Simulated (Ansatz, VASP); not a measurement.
AlAu in VASP and in Ansatz

```
Al Au
1.0
     3.22394    0.00000    0.00000
     0.00000    3.22394    0.00000
     0.00000    0.00000    3.22394
Al Au
1 1
Cartesian
  0.0000 0.0000 0.0000
  1.6120 1.6120 1.6120
```

The cell comes from a database or a generator and needn't be the stable form of this composition.

Alike in both runs: task single point; functional LDA; k mesh 16 × 16 × 16; occupations gaussian, width 0.15 eV; no spin polarisation.

|  | VASP | Ansatz |
| --- | --- | --- |
| version | VASP 6.6.1 | Ansatz 0.2.0 |
| potentials or method | VASP PAW LDA potentials, release 64 (Al, Au) | scalar-relativistic, plane waves, PAW |
| plane-wave cutoff (eV) | 520 | 420 |
| valence electrons in the cell | 14 | 22 |

VASP gave:

| Property | Result |
| --- | --- |
| gap on the k mesh at the Fermi level (eV) | none |
| pressure (GPa) | -7.5 |

Task: Estimate Ansatz's values.

Result: gap on the k mesh at the Fermi level (eV): none; pressure (GPa): -7.7.

A gap of «none» marks a metal or a gap that the smearing closes. The two sets of potentials don't hold the same shells in valence.

The runs have no spin-orbit coupling, so splittings on Au are missing.
